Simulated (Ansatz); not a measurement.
# Band structure of PbSe

```
Pb Se
1.0
     0.00000    3.06215    3.06215
     3.06215    0.00000    3.06215
     3.06215    3.06215    0.00000
Pb Se
1 1
Direct
  0.00000 0.00000 0.00000
  0.50000 0.50000 0.50000
```

Atom numbers follow the list: Pb1, Se2.

The cell is COD entry 9008695, as deposited and not checked against the literature; nothing was relaxed.

No spin–orbit coupling, which matters for the heavy atoms here.

Level of theory: Ansatz 0.2.0, DFT, PBEsol, all-electron LAPW, scalar-relativistic.

Numerical set-up: a Γ-centred 9×9×9 k mesh, Fermi–Dirac smearing of 0.01 eV, basis error target 0.25 meV/atom, no spin polarisation.

Points in fractions of the reciprocal vectors of this cell: Γ (0, 0, 0), X (0.5, 0, 0.5), U (0.625, 0.25, 0.625), K (0.375, 0.375, 0.75), L (0.5, 0.5, 0.5), W (0.5, 0.25, 0.75). The path joins them by straight lines in the order Γ–X–U–K–Γ–L–W–X; legs that retrace an earlier one aren't tabulated. Energies are in eV from the top of the valence band.

List the levels at Γ between -20 and 6 eV.

-16.77 (×5), -13.60, -6.33, -1.87 (×3), 4.67 (×3).

List the levels at U between -20 and 6 eV.

-16.86, -16.77, -16.76, -16.73, -16.73, -12.17, -8.05, -4.60, -2.73, -2.41, 3.34, 3.98, 5.39, 5.74.

List the levels at K between -20 and 6 eV.

-16.86, -16.77, -16.76, -16.73, -16.73, -12.17, -8.05, -4.60, -2.73, -2.41, 3.34, 3.98, 5.39, 5.74.

What is the band gap?

0.20 eV, direct at L (0.5, 0.5, 0.5) (so small a gap may close at points that the mesh and path miss).
